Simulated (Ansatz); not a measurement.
**Ta2C: straining the crystal, equal strain of all cell vectors**

One table from this session's results is given with a row withheld; the runs are named, their logs left out.

Method: DFT PBEsol, scalar-relativistic, plane waves, PAW, in Ansatz 0.2.0.

2 further runs of the same task are left out: 2 set aside as unsound or not needed.

### The starting structure

The structure is trigonal, space group P-3m1 (No. 164). The conventional cell has a = 3.095 Å, b = 3.095 Å, c = 4.921 Å, α = 90.00°, β = 90.00°, γ = 120.00°. Ta (site symmetry 3m) has 3 C at 2.18 Å in its first shell of neighbours. C (site symmetry -3m) is surrounded by 6 Ta at 2.18 Å.

As a file:

```cif
data_structure
_symmetry_space_group_name_H-M 'P-3m1'
_symmetry_Int_Tables_number 164
_cell_length_a 3.0953
_cell_length_b 3.0953
_cell_length_c 4.9211
_cell_angle_alpha 90.000
_cell_angle_beta 90.000
_cell_angle_gamma 120.000
_cell_volume 40.83
loop_
_atom_site_label
_atom_site_type_symbol
_atom_site_symmetry_multiplicity
_atom_site_Wyckoff_symbol
_atom_site_fract_x
_atom_site_fract_y
_atom_site_fract_z
_atom_site_occupancy
Ta1 Ta 2 d 0.33333 0.66667 0.25288 1
C1 C 1 a 0.00000 0.00000 0.00000 1
```

This cell was relaxed beforehand with the same method: volume 13.61 Å³/atom, gap on the mesh none (metal).

The unstrained cell comes from an earlier run at this level (3 atoms, E(σ→0) -19861.6744 eV, gap none (metal)).

Set-up of the first run:

input.yaml

```yaml
crystal:
  lattice:
    - [3.0643476953, 0.0, 0.0]
    - [-1.5321738477, 2.6538029502, 0.0]
    - [0.0, 0.0, 4.8718694804]
  atoms:
    - { symbol: Ta, position: [0.3333333333, 0.6666666667, 0.2528761935] }
    - { symbol: Ta, position: [0.6666666667, 0.3333333333, 0.7471238065] }
    - { symbol: C, position: [0.0, 0.0, 0.0] }
basis:
  ecutwfc: 420
kpoints:
  mp_grid: { grid: [18, 18, 10] }
hamiltonian:
  xc: pbesol
scf:
  occupations: { method: gaussian, width: 0.1 }
output:
  forces: true
  stress: true
  eigenvalues: true
relax:
  adjacent_minimum: "off"
  f_tol: 0.008
  max_steps: 40
```

On the command line:

```
> ansatz run input.yaml --threads 1 --pin off --max-ram 2560MiB --backend cpu --events-out ev --progress --plain --runs-dir out
```

Steps of the session up to this table: Strain -1.0 %; At +1.0 %; At -2.0 %; Strain +2.0 %; Strain -3.0 %; At +3.0 %.

One table of the session follows, with a row left open; its other results are not shown here.

Lengths are those of the vectors of the cell that was run; stresses in GPa:

```
strain (%)  ΔE (meV/atom)  a (Å)  b (Å)  c (Å)
      -3.0          103.0  3.002  3.002  4.773
      -2.0           44.2  3.033  3.033  4.823
      -1.0           10.6  3.064  3.064  4.872
      +0.0            0.0  3.095  3.095  4.921
      +1.0           10.1  3.126  3.126  4.970
      +2.0              ?      ?      ?      ?
      +3.0           84.6  3.188  3.188  5.069
```

**Question.** Estimate the row for strain (%) = +2.0.

Worked estimate for «ΔE (meV/atom)». A straight line through the neighbours (1.0, 10.1) and (3.0, 84.6) gives 10.1 + (84.6 − 10.1) × (2.0 − 1.0) / (3.0 − 1.0) = 47.4; a parabola fitted to 3 rows on both sides gives 38.3.

As computed: ΔE (meV/atom): 38.9; a (Å): 3.157; b (Å): 3.157; c (Å): 5.020. In «ΔE (meV/atom)» the line misses by +8.5 and the parabola by -0.6.

ΔE is over the unstrained cell. Stress in GPa, positive in compression, on the Cartesian axes of the input. 

To keep in mind: Warnings in the runs' records: stress scf threshold loose.
